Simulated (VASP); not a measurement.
A run of VASP 6.6.1:

POSCAR

```
CsBr
1.0
    4.3193779122      0.0000000000      0.0000000000
    0.0000000000      4.3193779122      0.0000000000
    0.0000000000      0.0000000000      4.3193779122
Cs Br
1 1
Direct
    0.0000000000      0.0000000000      0.0000000000
    0.5000000000      0.5000000000      0.5000000000
```

The input INCAR.step1:

```
  PREC = Accurate
  ENCUT = 520
  EDIFF = 1E-5
  ISMEAR = 0
  SIGMA = 0.01
  LREAL = F
  LASPH = T
  NELM = 100
  ALGO = Normal
  ISIF = 2
  LWAVE = T
  LCHARG = F
  GGA = PE
  NBANDS = 15
```

Contents of INCAR.step2:

```
  PREC = Accurate
  ENCUT = 520
  EDIFF = 1E-6
  ISMEAR = 0
  SIGMA = 0.01
  LREAL = F
  LASPH = T
  NELM = 100
  ALGO = Normal
  ISIF = 2
  LWAVE = F
  LCHARG = F
  GGA = PE
  LHFCALC = T
  HFSCREEN = 0.2079
  PRECFOCK = Normal
  ISTART = 1
  NBANDS = 15
```

KPOINTS

```
Automatic mesh
0
Gamma
  4 4 4
```

Potentials or basis: VASP PAW PBE potentials, release 64 (Cs_sv, Br).

Command:

```sh
$ cat potpaw_PBE.64/Cs_sv/POTCAR potpaw_PBE.64/Br/POTCAR > POTCAR
$ cp INCAR.step1 INCAR
$ mpirun -np 1 vasp_std > vasp.out
$ cp INCAR.step2 INCAR
$ mpirun -np 1 vasp_std > vasp.out
```

Hardware: 1 thread of Intel(R) Xeon(R) Platinum 8559C (Emerald Rapids) (shared host).

Question: How long does it take, and how much memory?

Answer: Wall time 5.7 min on 1 thread of Intel(R) Xeon(R) Platinum 8559C (Emerald Rapids) (shared host), peak memory 0.29 GiB. Counts: scf iterations 8, k points 10.
